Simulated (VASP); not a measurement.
# Cr in VASP: relaxation of the atoms with PBEsol

Aim: the relaxation of the atoms of Cr with PBEsol.

All numbers are computed with VASP 6.6.1; they aren't measurements. Logs are shortened: lines on timing, memory, paths and dates and some standing lists are left out, and cuts for length are marked.

### 1 Starting point

The cell holds a slab with vacuum, 16 atoms: a = 3.845 Å, b = 5.437 Å, c = 30.338 Å, α = 90.00°, β = 90.00°, γ = 90.00°.

The cell was built by a generator and needn't be a form met in nature.

### 2 Relaxation of the atoms, PBEsol

The input, INCAR:

```
SYSTEM = Cr
PREC     = Accurate       ! precision mode
ENCUT    = 520            ! plane-wave cutoff, eV
EDIFF    = 1E-7           ! SCF threshold, eV
ISMEAR   = 1              ! smearing method
SIGMA    = 0.1            ! smearing width, eV
LREAL    = .FALSE.        ! projectors in reciprocal space
LASPH    = .TRUE.         ! aspherical terms in the spheres
NELM     = 120            ! most SCF steps
ALGO     = Normal         ! electronic algorithm
ISIF     = 2              ! what is computed and relaxed
LWAVE    = .FALSE.        ! write WAVECAR
LCHARG   = .FALSE.        ! write CHGCAR
LDIPOL   = .TRUE.       
IDIPOL   = 3            
DIPOL    = 0.5 0.5 0.500
GGA      = PS             ! functional
IBRION   = 2              ! ionic algorithm
NSW      = 90             ! ionic steps
EDIFFG   = -0.02          ! ionic threshold
KPAR     = 4
```

The input, KPOINTS:

```
Automatic mesh
0
G
  9 6 1
  0 0 0
```

The input, POSCAR:

```
Cr
1.0
    3.8445820100      0.0000000000      0.0000000000
    0.0000000000      5.4370600000      0.0000000000
    0.0000000000      0.0000000000     30.3380669500
Cr
16
Direct
    1.0000000000      0.7500000000      0.3982043900
    0.5000000000      0.5000000000      0.3982043900
    1.0000000000      0.2500000000      0.3982043900
    0.5000000000      0.0000000000      0.3982043900
    1.0000000000      0.5000000000      0.4660692300
    0.5000000000      0.2500000000      0.4660692300
    1.0000000000      0.0000000000      0.4660692300
    0.5000000000      0.7500000000      0.4660692300
    1.0000000000      0.2500000000      0.5339340800
    0.5000000000      1.0000000000      0.5339340800
    0.0000000000      0.7500000000      0.5339340800
    0.5000000000      0.5000000000      0.5339340800
    1.0000000000      0.0000000000      0.6017956100
    0.5000000000      0.7500000000      0.6017956100
    0.0000000000      0.5000000000      0.6017956100
    0.5000000000      0.2500000000      0.6017956100
```

Potentials or basis: VASP PAW PBE potentials, release 64 (Cr_pv).

On the command line:

```
$ cat potpaw_PBE.64/Cr_pv/POTCAR > POTCAR
$ mpirun -np 4 vasp_std > vasp.out
```

OUTCAR:

```text
SYSTEM = Cr
   PREC = Accurate
   ENCUT = 520
   EDIFF = 1E-7
   ISMEAR = 1
   LREAL = .FALSE.
   LASPH = .TRUE.
   NELM = 120
   ISIF = 2
   GGA = PS
   IBRION = 2
   NSW = 90
   EDIFFG = -0.02

 ion  position               nearest neighbor table
   1  0.000  0.750  0.398-   2 2.35   4 2.35   2 2.35   4 2.35   5 2.47   7 2.47   3 2.72   3 2.72
                             8 2.82   8 2.82
   2  0.500  0.500  0.398-   1 2.35   3 2.35   1 2.35   3 2.35   6 2.47   8 2.47   4 2.72   4 2.72
                             5 2.82   5 2.82
   3  0.000  0.250  0.398-   2 2.35   4 2.35   2 2.35   4 2.35   5 2.47   7 2.47   1 2.72   1 2.72
                             6 2.82   6 2.82
   4  0.500  0.000  0.398-   1 2.35   3 2.35   1 2.35   3 2.35   6 2.47   8 2.47   2 2.72   2 2.72
                             7 2.82   7 2.82
   5  0.000  0.500  0.466-   6 2.35   8 2.35   6 2.35   8 2.35   1 2.47   3 2.47   9 2.47  11 2.47
                             7 2.72   7 2.72   2 2.82   2 2.82  12 2.82  12 2.82
   6  0.500  0.250  0.466-   5 2.35   7 2.35   5 2.35   7 2.35   2 2.47   4 2.47  10 2.47  12 2.47
                             8 2.72   8 2.72   3 2.82   3 2.82   9 2.82   9 2.82
   7  0.000  0.000  0.466-   6 2.35   8 2.35   6 2.35   8 2.35   1 2.47   3 2.47   9 2.47  11 2.47
                             5 2.72   5 2.72   4 2.82   4 2.82  10 2.82  10 2.82
   8  0.500  0.750  0.466-   5 2.35   7 2.35   5 2.35   7 2.35   2 2.47   4 2.47  10 2.47  12 2.47
                             6 2.72   6 2.72   1 2.82   1 2.82  11 2.82  11 2.82
   9  0.000  0.250  0.534-  10 2.35  12 2.35  10 2.35  12 2.35  13 2.47  15 2.47   5 2.47   7 2.47
                            11 2.72  11 2.72  16 2.82  16 2.82   6 2.82   6 2.82
  10  0.500  0.000  0.534-   9 2.35  11 2.35   9 2.35  11 2.35  14 2.47  16 2.47   6 2.47   8 2.47
                            12 2.72  12 2.72  13 2.82  13 2.82   7 2.82   7 2.82
  11  0.000  0.750  0.534-  10 2.35  12 2.35  10 2.35  12 2.35  13 2.47  15 2.47   5 2.47   7 2.47
                             9 2.72   9 2.72  14 2.82  14 2.82   8 2.82   8 2.82
  12  0.500  0.500  0.534-   9 2.35  11 2.35   9 2.35  11 2.35  14 2.47  16 2.47   6 2.47   8 2.47
                            10 2.72  10 2.72  15 2.82  15 2.82   5 2.82   5 2.82
  13  0.000  0.000  0.602-  14 2.35  16 2.35  14 2.35  16 2.35   9 2.47  11 2.47  15 2.72  15 2.72
                            10 2.82  10 2.82
  14  0.500  0.750  0.602-  13 2.35  15 2.35  13 2.35  15 2.35  10 2.47  12 2.47  16 2.72  16 2.72
                            11 2.82  11 2.82
  15  0.000  0.500  0.602-  14 2.35  16 2.35  14 2.35  16 2.35   9 2.47  11 2.47  13 2.72  13 2.72
                            12 2.82  12 2.82
  16  0.500  0.250  0.602-  13 2.35  15 2.35  13 2.35  15 2.35  10 2.47  12 2.47  14 2.72  14 2.72
                             9 2.82   9 2.82

  LATTYP: Found a simple orthorhombic cell.
 ALAT       =     3.8445820100
 B/A-ratio  =     1.4142135571
 C/A-ratio  =     7.8911223304

  Lattice vectors:

 A1 = (   3.8445820100,   0.0000000000,   0.0000000000)
 A2 = (   0.0000000000,   5.4370600000,   0.0000000000)
 A3 = (   0.0000000000,   0.0000000000,  30.3380669500)

Analysis of symmetry for initial positions (statically):
=====================================================================
 Subroutine PRICEL returns following result:

  LATTYP: Found a base centered orthorhombic cell.
 ALAT       =     2.7185300000
 B/A-ratio  =     1.4142135676
 C/A-ratio  =    11.1597322634

  Lattice vectors:

 A1 = (  -1.9222910050,  -1.3592650000,   0.0000000000)
 A2 = (   1.9222910050,  -1.3592650000,   0.0000000000)
 A3 = (   0.0000000000,   0.0000000000,  30.3380669500)

   4 primitive cells build up your supercell.

 Routine SETGRP: Setting up the symmetry group for a
 simple orthorhombic supercell.

 Subroutine GETGRP returns: Found  8 space group operations
 (whereof  4 operations were pure point group operations)
 out of a pool of  8 trial point group operations.

The static configuration has the point symmetry C_2v.
 The point group associated with its full space group is D_2h.

Analysis of symmetry for dynamics (positions and initial velocities):
=====================================================================
 Subroutine PRICEL returns following result:

  LATTYP: Found a base centered orthorhombic cell.
 ALAT       =     2.7185300000
 B/A-ratio  =     1.4142135676
 C/A-ratio  =    11.1597322634

  Lattice vectors:

 A1 = (  -1.9222910050,  -1.3592650000,   0.0000000000)
 A2 = (   1.9222910050,  -1.3592650000,   0.0000000000)
 A3 = (   0.0000000000,   0.0000000000,  30.3380669500)

   4 primitive cells build up your supercell.

 Routine SETGRP: Setting up the symmetry group for a
 simple orthorhombic supercell.

 Subroutine GETGRP returns: Found  8 space group operations
 (whereof  4 operations were pure point group operations)
[... 31 lines left out ...]
                 1           1
                 2           5
                 3          11
                 4          13

----------------------------------------------------------------------------------------

 KPOINTS: Automatic mesh

Automatic generation of k-mesh.
 Grid dimensions read from file:
 generate k-points for:    9    6    1

 Generating k-lattice:

  Cartesian coordinates                     Fractional coordinates (reciprocal lattice)
     0.028900700  0.000000000  0.000000000     0.111111111  0.000000000  0.000000000
     0.000000000  0.030653821  0.000000000     0.000000000  0.166666667  0.000000000
     0.000000000  0.000000000  0.032961889     0.000000000  0.000000000  1.000000000

  Length of vectors
     0.028900700  0.030653821  0.032961889

  Shift w.r.t. Gamma in fractional coordinates (k-lattice)
     0.000000000  0.000000000  0.000000000

 Subroutine IBZKPT returns following result:
 ===========================================

 Found     20 irreducible k-points:

 Following reciprocal coordinates:
            Coordinates               Weight
  0.000000  0.000000  0.000000      1.000000
  0.111111  0.000000  0.000000      2.000000
  0.222222  0.000000  0.000000      2.000000
  0.333333  0.000000  0.000000      2.000000
  0.444444  0.000000  0.000000      2.000000
  0.000000  0.166667  0.000000      2.000000
[... 12 lines left out ...]
  0.333333  0.500000  0.000000      2.000000
  0.444444  0.500000  0.000000      2.000000
   k-points           NKPTS =     20   k-points in BZ     NKDIM =     20   number of bands    NBANDS=    115
   number of dos      NEDOS =    301   number of ions     NIONS =     16
   total plane-waves  NPLWV = 288000
   dimension x,y,z NGX =    30 NGY =   40 NGZ =  240
   dimension x,y,z NGXF=    60 NGYF=   80 NGZF=  480
   ions per type =              16
   NGX,Y,Z   is equivalent  to a cutoff of  12.97, 12.23, 13.15 a.u.
   NGXF,Y,Z  is equivalent  to a cutoff of  25.94, 24.46, 26.30 a.u.
 SYSTEM =  Cr
   PREC   = accura    normal or accurate (medium, high low for compatibility)
   ISTART =      0    job   : 0-new  1-cont  2-samecut
   ICHARG =      2    charge: 1-file 2-atom 10-const
   ISPIN  =      1    spin polarized calculation?
   LNONCOLLINEAR =      F non collinear calculations
   LSORBIT =      F    spin-orbit coupling
   LASPH  =      T    aspherical Exc in radial PAW
   ENCUT  =  520.0 eV  38.22 Ry    6.18 a.u.   7.15 10.11 56.41*2*pi/ulx,y,z
   NELM   =    120;   NELMIN=  2; NELMDL= -5     # of ELM steps
   EDIFF  = 0.1E-06   stopping-criterion for ELM
   LREAL  =      F    real-space projection
   EDIFFG = -.2E-01   stopping-criterion for IOM
   NSW    =     90    number of steps for IOM
   IBRION =      2    ionic relax: 0-MD 1-quasi-New 2-CG
   NFREE  =      1    steps in history (QN), initial steepest desc. (CG)
   ISIF   =      2    stress and relaxation
   ISYM   =      2    0-nonsym 1-usesym 2-fastsym
   POTIM  = 0.5000    time-step for ionic-motion
   TEBEG  =    0.0;   TEEND  =   0.0 temperature during run
   PSTRESS=    0.0 pullay stress
   NELECT =     192.0000    total number of electrons
   NUPDOWN=      -1.0000    fix difference up-down
   EMIN   =  10.00;   EMAX   =-10.00  energy-range for DOS
   EFERMI =   0.00;   METHOD = LEGACY
   ISMEAR =     1;   SIGMA  =   0.10  broadening in eV -4-tet -1-fermi 0-gaus
   EFERMI_NEDOS =   21; number of points for ismear=-14 and -15
   IALGO  =     38    algorithm
   IMIX   =      4    mixing-type and parameters
     AMIX     =   0.40;   BMIX     =  1.00
     AMIX_MAG =   1.60;   BMIX_MAG =  1.00
  volume/ion in A,a.u.               =      39.64       267.47
  Fermi-wavevector in a.u.,A,eV,Ry     =   1.099280  2.077337 16.441494  1.208416
  Thomas-Fermi vector in A             =   2.235671
   LORBIT       =      0    0 simple, 1 ext, 2 COOP (PROOUT), +10 PAW based schemes
   GGA     = PS    functional components
   LHFCALC =     F    Hartree Fock is set to
   AEXX    =    0.0000 exact exchange contribution
   IVDW    =     0    specifies the selected vdW correction
   LEPSILON=     F    determine dielectric tensor
   LRPA    =     F    only Hartree local field effects (RPA)
 conjugate gradient relaxation of ions
 non-spin polarized calculation
 Methfessel and Paxton  Order N= 1 SIGMA  =   0.10
  energy-cutoff  :      520.00
  volume of cell :      634.16
 maximum number of plane-waves:     17162
 NGX is ok and might be reduce to    30
   NGX = 15   NGY = 21   NGZ =113

--------------------------------------- Ionic step        1  -------------------------------------------

 number of electron     191.9999837 magnetization

 Free energy of the ion-electron system (eV)
  ---------------------------------------------------
  ext. energy  EPLUGINS =         0.00000000
  ---------------------------------------------------
  free energy    TOTEN  =      -153.73346456 eV

  energy without entropy =     -153.73895101  energy(sigma->0) =     -153.73529338

------------------------ aborting loop because EDIFF is reached ----------------------------------------

  FORCE on cell =-STRESS in cart. coord.  units (eV):
  Direction    XX          YY          ZZ          XY          YZ          ZX
  --------------------------------------------------------------------------------------
  -------------------------------------------------------------------------------------
  Total        1.5371935      8.2828795     -8.3440033      0.0000000      0.0000000      0.0000000
  in kB        3.8836311     20.9262191    -21.0806448      0.0000000      0.0000000      0.0000000
  external PRESSURE =       1.2430685 kB  Pullay stress =       0.0000000 kB
[... 187 lines left out ...]
--------------------------------------- Ionic step        5  -------------------------------------------

 number of electron     191.9999850 magnetization

 dipolmoment           0.000000      0.000000     -0.002448 electrons x Angstroem

 Free energy of the ion-electron system (eV)
  ---------------------------------------------------
  ext. energy  EPLUGINS =         0.00000000
  ---------------------------------------------------
  free energy    TOTEN  =      -153.86161686 eV

  energy without entropy =     -153.86854462  energy(sigma->0) =     -153.86392612

 E-fermi :  -0.4233     XC(G=0):  -4.5519

 val. band max:       -0.4235210132   @ k =   0.3333   0.1667   0.0000
 cond. band min:      -0.4232358010   @ k =   0.1111   0.0000   0.0000
 fundamental gap:      0.0002852122
 Fermi energy:        -0.4233466765

 k-point     1 :       0.0000    0.0000    0.0000
  band No.  band energies     occupation
      1     -44.2350      2.00000
      2     -44.0921      2.00000
      3     -44.0162      2.00000
      4     -43.8358      2.00000
      5     -43.8358      2.00000
      6     -43.8270      2.00000
[... 2209 lines left out ...]
    107       0.4107     -0.00000
    108       0.4107     -0.00000
 [bands above 108 left out]

------------------------ aborting loop because EDIFF is reached ----------------------------------------

 vacuum level on the upper side and lower side of the slab       (xc-potential included)        -0.073        -0.052

  FORCE on cell =-STRESS in cart. coord.  units (eV):
  Direction    XX          YY          ZZ          XY          YZ          ZX
  --------------------------------------------------------------------------------------
  -------------------------------------------------------------------------------------
  Total        6.9565575     11.4604316     -0.1169109      0.0000000      0.0000000      0.0000000
  in kB       17.5753427     28.9541217     -0.2953688      0.0000000      0.0000000      0.0000000
  external PRESSURE =      15.4113652 kB  Pullay stress =       0.0000000 kB
[... 31 lines left out ...]
  FREE ENERGIE OF THE ION-ELECTRON SYSTEM (eV)
  ---------------------------------------------------
  free  energy   TOTEN  =      -153.8616168614 eV

  energy  without entropy=     -153.8685446244  energy(sigma->0) =     -153.86392612

 reached required accuracy - stopping structural energy minimisation

 vacuum level on the upper side and lower side of the slab         4.678         4.699
```

Run time: 45 min. Hardware: 4 MPI ranks of AMD EPYC 7R13 (Zen 3), shared host; peak memory 1.4 GiB.

Results:

* Free energy: -153.8616 eV
* Energy gained by relaxing: 8.0 meV/atom
* Ionic steps: 5
* Largest force after relaxing: 0.017 eV/Å
* Band gap on the k mesh: none (metal or under the smearing width)

Forces in eV/Å, atoms in the order of the input:
```
Cr   0.000  0.000 -0.004
Cr   0.000  0.000 -0.004
Cr   0.000  0.000 -0.004
Cr   0.000  0.000 -0.004
Cr   0.000  0.000  0.017
Cr   0.000  0.000  0.017
Cr   0.000  0.000  0.017
Cr   0.000  0.000  0.017
Cr   0.000  0.000 -0.017
Cr   0.000  0.000 -0.017
Cr   0.000  0.000 -0.017
Cr   0.000  0.000 -0.017
Cr   0.000  0.000  0.004
Cr   0.000  0.000  0.004
Cr   0.000  0.000  0.004
Cr   0.000  0.000  0.004
```

Step by step:
```
step  energy change (eV)  largest force (eV/Å)  pressure (GPa)
   1              0.0000                0.4542            0.12
   2             -0.0776                0.2058            0.57
   3             -0.0800                0.1866            0.67
   4             -0.1004                0.1482            0.88
   5             -0.1282                0.0171            1.54
```

Final structure:
```yaml
crystal:
  lattice:
    - [3.84458, 0.00000, 0.00000]
    - [0.00000, 5.43706, 0.00000]
    - [0.00000, 0.00000, 30.33807]
  atoms:
    - { symbol: Cr, position: [0.00000, 0.75000, 0.40057] }
    - { symbol: Cr, position: [0.50000, 0.50000, 0.40057] }
    - { symbol: Cr, position: [0.00000, 0.25000, 0.40057] }
    - { symbol: Cr, position: [0.50000, 0.00000, 0.40057] }
    - { symbol: Cr, position: [0.00000, 0.50000, 0.46622] }
    - { symbol: Cr, position: [0.50000, 0.25000, 0.46622] }
    - { symbol: Cr, position: [0.00000, 0.00000, 0.46622] }
    - { symbol: Cr, position: [0.50000, 0.75000, 0.46622] }
    - { symbol: Cr, position: [0.00000, 0.25000, 0.53379] }
    - { symbol: Cr, position: [0.50000, 0.00000, 0.53379] }
    - { symbol: Cr, position: [0.00000, 0.75000, 0.53379] }
    - { symbol: Cr, position: [0.50000, 0.50000, 0.53379] }
    - { symbol: Cr, position: [0.00000, 0.00000, 0.59943] }
    - { symbol: Cr, position: [0.50000, 0.75000, 0.59943] }
    - { symbol: Cr, position: [0.00000, 0.50000, 0.59943] }
    - { symbol: Cr, position: [0.50000, 0.25000, 0.59943] }
```

Levels at points of the mesh, in eV from the Fermi level:
| k point | band 94 | band 95 | band 96 | band 97 | band 98 | band 99 |
| --- | --- | --- | --- | --- | --- | --- |
| (0.00, 0.00, 0.00) | -0.72 | -0.38 | -0.36 | 0.14 | 0.14 | 0.16 |
| (0.00, 0.50, 0.00) | -0.51 | -0.05 | -0.05 | 0.11 | 0.11 | 0.24 |

Caveat: the PAW data sets were made with another functional, which shifts forces and pressure a little; the run has no spin polarisation, though such a crystal can be magnetic. Spin polarisation is off, so any magnetic state and its effect on volume and gap are missing.
